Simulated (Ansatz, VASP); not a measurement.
## GaAs in VASP and in Ansatz

The input INCAR:

```
PREC = Accurate
ENCUT = 900
EDIFF = 1E-6
ISMEAR = -1
SIGMA = 0.05
LREAL = False
LASPH = True
NELM = 60
ALGO = Fast
ISIF = 3
LWAVE = False
LCHARG = False
GGA = PE
IBRION = 2
NSW = 60
EDIFFG = -0.01
```

KPOINTS

```
Automatic mesh
0
Gamma
  8 8 8
```

The input POSCAR:

```
GaAs
1.0
    0.0000000000      2.8268500000      2.8268500000
    2.8268500000      0.0000000000      2.8268500000
    2.8268500000      2.8268500000      0.0000000000
As Ga
1 1
Direct
    0.7500000000      0.7500000000      0.7500000000
    0.0000000000      0.0000000000      0.0000000000
```

Contents of input.yaml:

```yaml
crystal:
  lattice:
    - [0.0, 2.82685, 2.82685]
    - [2.82685, 0.0, 2.82685]
    - [2.82685, 2.82685, 0.0]
  atoms:
    - { symbol: As, position: [0.75, 0.75, 0.75] }
    - { symbol: Ga, position: [0.0, 0.0, 0.0] }
hamiltonian:
  xc: pbe
  pseudopotentials: { kind: paw }
kpoints:
  mp_grid: { grid: [8, 8, 8] }
scf:
  occupations: { method: fermi_dirac, width: 0.05 }
output:
  forces: true
  stress: true
  write_density: true
  write_potential: true
  elf: true
  volumetric_format: npy
relax:
  f_tol: 0.01
  max_steps: 40
  cell: { stress_tol: 0.05 }
```

Alike in both runs: task relaxation of cell and atoms; functional PBE; k mesh 8 × 8 × 8; occupations fermi-dirac, width 0.05 eV; no spin polarisation.

```csv
,VASP,Ansatz
version,VASP 6.6.1,Ansatz 0.2.0
potentials or method,"VASP PAW PBE potentials, release 54 (As, Ga)",Ansatz PAW
plane-wave cutoff (eV),900,420
valence electrons in the cell,8,28
```

VASP gave:

- gap on the k mesh at the Fermi level, each at its own relaxed structure (eV): 0.15
- relaxed volume (Å³/atom): 23.91
- relaxed cell length with the largest relative difference (Å): 4.074
- energy change over the relaxation (meV/atom): -16

Task: Which values does Ansatz return?

Result: gap on the k mesh at the Fermi level, each at its own relaxed structure (eV): 0.16; relaxed volume (Å³/atom): 23.71; relaxed cell length with the largest relative difference (Å): 4.063; energy change over the relaxation (meV/atom): -11.

The two sets of potentials don't hold the same shells in valence.

Caveats: the plane-wave basis is chosen anew once the cell has moved, so the energies of steps on either side of that aren't comparable (Ansatz). PBE usually gives volumes a little too large and moduli too small. Zero-point motion and thermal expansion aren't in these numbers.
